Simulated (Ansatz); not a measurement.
**Convergence test, GaP**

The calculation used Ansatz 0.2.0, DFT PBE, scalar-relativistic, plane waves, PAW.

```
CELL_PARAMETERS angstrom
1.94302 1.12180 6.43081
-1.94302 1.12180 6.43081
0.00000 -2.24360 6.43081
ATOMIC_POSITIONS crystal
Ga 0.43537 0.43537 0.43537
Ga 0.56463 0.56463 0.56463
P 0.05739 0.05739 0.05739
P 0.94261 0.94261 0.94261
```

| Property | Result |
| --- | --- |
| plane-wave cutoff | 420 eV |
| Γ-centred k-mesh | 12×12×12 |
| spin treatment | unpolarised |

The atoms are held and the occupation rule is swept. Energies are extrapolated to zero smearing and count from the reference run, 12×12×12 Γ-centred mesh, Gaussian smearing 0.02 eV. The cell isn't necessarily relaxed at this level. Pressure is positive in compression.

```
                     rule, width (eV)  ΔE (meV/atom)  ΔF, free energy (meV/atom) P (GPa) largest change of a force component (eV/Å) gap on mesh (eV)
                        Gaussian 0.02           0.00                        0.00     0.04                                       0.000             0.830
         Gaussian 0.18000000000000002              ?                           ?        ?                                           ?                 ?
                        Gaussian 0.34           0.09                       -0.03     0.04                                       0.002             0.830
                     Fermi–Dirac 0.34           11.3                       -10.5     0.19                                       0.023             0.836
               Methfessel–Paxton 0.09           0.00                        0.00     0.04                                       0.000             0.830
Methfessel–Paxton 0.18000000000000002           0.00                        0.00     0.04                                       0.000             0.830
                            cold 0.05              ?                           ?        ?                                           ?                 ?
                          tetrahedron           0.00                        0.00     0.04                                       0.000             0.830
                                fixed              ?                           ?        ?                                           ?                 ?
```

(1) Fill in the withheld rows.

Results:

(1) The withheld rows:

```json
{"rule, width (eV)": "Gaussian 0.18000000000000002", "ΔE (meV/atom)": "0.00", "ΔF, free energy (meV/atom)": "0.00", "P (GPa)": "0.04", "largest change of a force component (eV/Å)": "0.000", "gap on mesh (eV)": "0.830"}
{"rule, width (eV)": "cold 0.05", "ΔE (meV/atom)": "0.00", "ΔF, free energy (meV/atom)": "0.00", "P (GPa)": "0.04", "largest change of a force component (eV/Å)": "0.000", "gap on mesh (eV)": "0.830"}
{"rule, width (eV)": "fixed", "ΔE (meV/atom)": "0.00", "ΔF, free energy (meV/atom)": "0.00", "P (GPa)": "0.04", "largest change of a force component (eV/Å)": "0.000", "gap on mesh (eV)": "0.830"}
```

This form isn't the usual stable structure of the compound.